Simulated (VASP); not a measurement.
# Rb (I4_1/amd) in VASP: runs at scaled volumes, part 2 of 2

VASP 6.6.1.

**3. Equation of state, PBE, 92.24 Å³/atom (volume scaled by 0.96)**

INCAR

```
SYSTEM = Rb
PREC = Accurate ; ENCUT = 520
EDIFF = 1E-7 ; ISMEAR = -1
SIGMA = 0.05 ; LREAL = .False.
LASPH = .True. ; NELM = 100
ALGO = Normal ; ISIF = 2
LWAVE = .False. ; LCHARG = .False.
GGA = PE ; NBANDS = 16
```

KPOINTS

```
regular mesh
0
Gamma
  8 8 8
  0 0 0
```

POSCAR

```
Rb
1.0
   -2.3468355721      2.3468355721      8.3739431931
    2.3468355721     -2.3468355721      8.3739431931
    2.3468355721      2.3468355721     -8.3739431931
Rb
2
Direct
    0.5000000000      0.5000000000      0.0000000000
    0.2500000000      0.7500000000      0.5000000000
```

Potentials or basis: VASP PAW PBE potentials, release 64 (Rb_sv).

Run with:

```console
$ cat potpaw_PBE.64/Rb_sv/POTCAR > POTCAR
$ mpirun -np 1 vasp_std > vasp.out
```

OUTCAR:

```text
SYSTEM = Rb
   PREC = Accurate
   ENCUT = 520
   EDIFF = 1E-7
   ISMEAR = -1
   LREAL = .False.
   LASPH = .True.
   NELM = 100
   ISIF = 2
   GGA = PE

 Found     59 irreducible k-points:

 Following reciprocal coordinates:
            Coordinates               Weight
  0.000000  0.000000  0.000000      1.000000
  0.125000 -0.000000  0.000000      8.000000
  0.250000 -0.000000  0.000000      8.000000
  0.375000 -0.000000  0.000000      8.000000
  0.500000 -0.000000  0.000000      4.000000
  0.125000  0.125000  0.000000      8.000000
   k-points           NKPTS =     59   k-points in BZ     NKDIM =     59   number of bands    NBANDS=     16
   number of dos      NEDOS =    301   number of ions     NIONS =      2
   total plane-waves  NPLWV = 343000
   dimension x,y,z NGX =    70 NGY =   70 NGZ =   70
   dimension x,y,z NGXF=   140 NGYF=  140 NGZF=  140
   ions per type =               2
   NGX,Y,Z   is equivalent  to a cutoff of  12.92, 12.92, 12.92 a.u.
   NGXF,Y,Z  is equivalent  to a cutoff of  25.84, 25.84, 25.84 a.u.
 SYSTEM =  Rb
   PREC   = accura    normal or accurate (medium, high low for compatibility)
   ISTART =      0    job   : 0-new  1-cont  2-samecut
   ICHARG =      2    charge: 1-file 2-atom 10-const
   ISPIN  =      1    spin polarized calculation?
   LNONCOLLINEAR =      F non collinear calculations
   LSORBIT =      F    spin-orbit coupling
   LASPH  =      T    aspherical Exc in radial PAW
   ENCUT  =  520.0 eV  38.22 Ry    6.18 a.u.  16.75 16.75 16.75*2*pi/ulx,y,z
   NELM   =    100;   NELMIN=  2; NELMDL= -5     # of ELM steps
   EDIFF  = 0.1E-06   stopping-criterion for ELM
   LREAL  =      F    real-space projection
   EDIFFG = 0.1E-05   stopping-criterion for IOM
   NSW    =      0    number of steps for IOM
   IBRION =     -1    ionic relax: 0-MD 1-quasi-New 2-CG
   NFREE  =      0    steps in history (QN), initial steepest desc. (CG)
   ISIF   =      2    stress and relaxation
   ISYM   =      2    0-nonsym 1-usesym 2-fastsym
   POTIM  = 0.5000    time-step for ionic-motion
   TEBEG  =    0.0;   TEEND  =   0.0 temperature during run
   PSTRESS=    0.0 pullay stress
   NELECT =      18.0000    total number of electrons
   NUPDOWN=      -1.0000    fix difference up-down
   EMIN   =  10.00;   EMAX   =-10.00  energy-range for DOS
   EFERMI =   0.00;   METHOD = LEGACY
   ISMEAR =    -1;   SIGMA  =   0.05  broadening in eV -4-tet -1-fermi 0-gaus
   EFERMI_NEDOS =   21; number of points for ismear=-14 and -15
   IALGO  =     38    algorithm
   IMIX   =      4    mixing-type and parameters
     AMIX     =   0.40;   BMIX     =  1.00
     AMIX_MAG =   1.60;   BMIX_MAG =  1.00
  volume/ion in A,a.u.               =      92.24       622.47
  Fermi-wavevector in a.u.,A,eV,Ry     =   0.753669  1.424228  7.728337  0.568017
  Thomas-Fermi vector in A             =   1.851161
   LORBIT       =      0    0 simple, 1 ext, 2 COOP (PROOUT), +10 PAW based schemes
   GGA     = PE    functional components
   LHFCALC =     F    Hartree Fock is set to
   AEXX    =    0.0000 exact exchange contribution
   IVDW    =     0    specifies the selected vdW correction
   LEPSILON=     F    determine dielectric tensor
   LRPA    =     F    only Hartree local field effects (RPA)
 non-spin polarized calculation
  energy-cutoff  :      520.00
  volume of cell :      184.48
 maximum number of plane-waves:      5008
 NGX is ok and might be reduce to    70
   NGX = 33   NGY = 33   NGZ = 33

 number of electron      18.0000000 magnetization

 Free energy of the ion-electron system (eV)
  ---------------------------------------------------
  ext. energy  EPLUGINS =         0.00000000
  ---------------------------------------------------
  free energy    TOTEN  =        -1.76588909 eV

  energy without entropy =       -1.75234391  energy(sigma->0) =       -1.75911650

 E-fermi :   0.0062     XC(G=0):  -5.4244

 val. band max:       -0.0627091528   @ k =  -0.3750  -0.3750   0.1250
 cond. band min:       0.0083377691   @ k =  -0.2500   0.3750   0.1250
 fundamental gap:      0.0710469219
 Fermi energy:         0.0061817891

 k-point     1 :       0.0000    0.0000    0.0000
  band No.  band energies     occupation
      1     -28.9941      2.00000
      2     -28.9889      2.00000
      3     -13.1451      2.00000
      4     -13.0353      2.00000
      5     -13.0353      2.00000
      6     -13.0289      2.00000
[... 8 lines left out ...]
     15       4.3043      0.00000
     16       4.3076      0.00000

 k-point     2 :       0.1250   -0.0000    0.0000
  band No.  band energies     occupation
      1     -28.9934      2.00000
      2     -28.9885      2.00000
      3     -13.1405      2.00000
      4     -13.0520      2.00000
      5     -13.0436      2.00000
      6     -13.0347      2.00000
[... 8 lines left out ...]
     15       3.8341      0.00000
     16       4.2553      0.00000

 k-point     3 :       0.2500   -0.0000    0.0000
  band No.  band energies     occupation
      1     -28.9918      2.00000
      2     -28.9877      2.00000
      3     -13.1301      2.00000
      4     -13.0892      2.00000
      5     -13.0764      2.00000
      6     -13.0329      2.00000
[... 8 lines left out ...]
     15       3.5737      0.00000
     16       4.2172      0.00000

 k-point     4 :       0.3750   -0.0000    0.0000
  band No.  band energies     occupation
      1     -28.9900      2.00000
      2     -28.9869      2.00000
      3     -13.1312      2.00000
      4     -13.1255      2.00000
      5     -13.0947      2.00000
      6     -13.0360      2.00000
[... 8 lines left out ...]
     15       3.5135      0.00000
     16       4.0913      0.00000

 k-point     5 :       0.5000   -0.0000    0.0000
  band No.  band energies     occupation
      1     -28.9893      2.00000
      2     -28.9867      2.00000
      3     -13.1419      2.00000
      4     -13.1385      2.00000
      5     -13.0923      2.00000
      6     -13.0405      2.00000
[... 8 lines left out ...]
     15       3.4533      0.00000
     16       4.0008      0.00000

 k-point     6 :       0.1250    0.1250    0.0000
  band No.  band energies     occupation
      1     -28.9927      2.00000
      2     -28.9882      2.00000
      3     -13.1340      2.00000
      4     -13.0541      2.00000
      5     -13.0503      2.00000
      6     -13.0421      2.00000
[... 8 lines left out ...]
     15       3.5171      0.00000
     16       3.9109      0.00000

 [... further k-points ...]

------------------------ aborting loop because EDIFF is reached ----------------------------------------

  FORCE on cell =-STRESS in cart. coord.  units (eV):
  Direction    XX          YY          ZZ          XY          YZ          ZX
  --------------------------------------------------------------------------------------
  -------------------------------------------------------------------------------------
  Total        0.0871222      0.0871222      0.1756470      0.0000000      0.0000000      0.0000000
  in kB        0.7566312      0.7566312      1.5254427      0.0000000      0.0000000      0.0000000
  external PRESSURE =       1.0129017 kB  Pullay stress =       0.0000000 kB

 VOLUME and BASIS-vectors are now :
 -----------------------------------------------------------------------------
  energy-cutoff  :      520.00
  volume of cell :      184.48
      direct lattice vectors                 reciprocal lattice vectors
    -2.346835572  2.346835572  8.373943193     0.000000000  0.213052847  0.059709027
     2.346835572 -2.346835572  8.373943193     0.213052847  0.000000000  0.059709027
     2.346835572  2.346835572 -8.373943193     0.213052847  0.213052847  0.000000000

 POSITION                                       TOTAL-FORCE (eV/Angst)
 -----------------------------------------------------------------------------------
      0.00000      0.00000      8.37394         0.000000     -0.000000      0.000000
      2.34684      0.00000      4.18697        -0.000000      0.000000     -0.000000
 -----------------------------------------------------------------------------------
    total drift:                                0.000000      0.000000     -0.000000

  FREE ENERGIE OF THE ION-ELECTRON SYSTEM (eV)
  ---------------------------------------------------
  free  energy   TOTEN  =        -1.7658890886 eV

  energy  without entropy=       -1.7523439145  energy(sigma->0) =       -1.75911650
```

OSZICAR:

```text
N       E                     dE             d eps       ncg     rms          rms(c)
DAV:   1     0.117243446426E+03    0.11724E+03   -0.69011E+03  1888   0.852E+02
DAV:   2     0.114294277227E+02   -0.10581E+03   -0.10203E+03  2536   0.184E+02
DAV:   3    -0.398386978779E+00   -0.11828E+02   -0.11789E+02  2536   0.590E+01
DAV:   4    -0.175938716464E+01   -0.13610E+01   -0.13607E+01  3440   0.141E+01
DAV:   5    -0.176543514864E+01   -0.60480E-02   -0.60479E-02  2552   0.118E+00    0.163E+00
DAV:   6    -0.176506848613E+01    0.36666E-03   -0.50393E-03  2768   0.361E-01    0.992E-01
DAV:   7    -0.176567433122E+01   -0.60585E-03   -0.58336E-03  2432   0.408E-01    0.750E-02
DAV:   8    -0.176585476209E+01   -0.18043E-03   -0.39395E-04  2800   0.112E-01    0.286E-02
DAV:   9    -0.176588779383E+01   -0.33032E-04   -0.38163E-05  2528   0.427E-02    0.921E-03
DAV:  10    -0.176588911025E+01   -0.13164E-05   -0.11479E-05  2576   0.177E-02    0.231E-03
DAV:  11    -0.176588908858E+01    0.21673E-07   -0.91598E-07  2920   0.525E-03
   1 F= -.17658891E+01 E0= -.17591165E+01  d E =-.135452E-01
```

Run time: 13 min. Hardware: 1 thread of Intel Xeon Platinum 8259CL at 2.50GHz (Skylake/Cascade Lake), shared host; peak memory 0.69 GiB.

Results:

- Free energy: -1.7659 eV
- Pressure: 0.1 GPa
- Band gap on the k mesh: none (metal or under the smearing width)

**4. Equation of state, PBE, 94.16 Å³/atom (volume scaled by 0.98)**

INCAR

```
ALGO = Normal
EDIFF = 1E-7
ENCUT = 520
GGA = PE
ISIF = 2
ISMEAR = -1
LASPH = True
LCHARG = False
LREAL = False
LWAVE = False
NBANDS = 16
NELM = 60
PREC = Accurate
SIGMA = 0.05
```

KPOINTS

```
k-points
0
Gamma
  8 8 8
```

POSCAR

```
Rb
1.0
   -2.3630211565      2.3630211565      8.4316963505
    2.3630211565     -2.3630211565      8.4316963505
    2.3630211565      2.3630211565     -8.4316963505
Rb
2
Direct
    0.5000000000      0.5000000000      0.0000000000
    0.2500000000      0.7500000000      0.5000000000
```

Run with:

```console
$ cat potpaw_PBE.64/Rb_sv/POTCAR > POTCAR
$ mpirun -np 1 vasp_std > vasp.out
```

Wall time 14 min (1 thread of Intel Xeon Platinum 8259CL at 2.50GHz (Skylake/Cascade Lake), shared host); peak memory 0.69 GiB.

The run converged. Its results:

| Item | Value |
| --- | --- |
| Free energy | -1.7677 eV |
| Pressure | 0.0 GPa |
| Band gap on the k mesh | none (metal or under the smearing width) |
